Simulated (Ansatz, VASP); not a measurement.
**Ir in VASP and in Ansatz**

```xyz
1
Lattice="0.0000 1.7484 1.7484 1.7484 0.0000 1.7484 1.7484 1.7484 0.0000" Properties=species:S:1:pos:R:3 pbc="T T T"
Ir    0.0000    0.0000    0.0000
```

Change from the starting cell: volume scaled by 0.76, LAPW.

Alike in both runs: task single point; functional PBEsol; k mesh 19 × 19 × 19; occupations fermi-dirac, width 0.1 eV; no spin polarisation.

```csv
,VASP,Ansatz
version,VASP 6.6.1,Ansatz 0.2.0
potentials or method,"VASP PAW PBE potentials, release 64 (Ir), cutoff 520 eV","all-electron LAPW, scalar-relativistic"
```

```csv
,VASP,Ansatz,Ansatz less VASP
pressure (GPa),213.7,206.7,-6.93
```

Ansatz ran all-electron here, so the differences hold the error of VASP's frozen core and of both bases.

Caveats: the cell as given lies far from equilibrium; so large a pressure means that the cell lies far from this level's equilibrium, or that cutoff or potentials fall short (VASP); the potentials were made for another functional, which shifts forces and pressure (VASP). Spin-orbit coupling is left out, which matters for the levels of Ir.
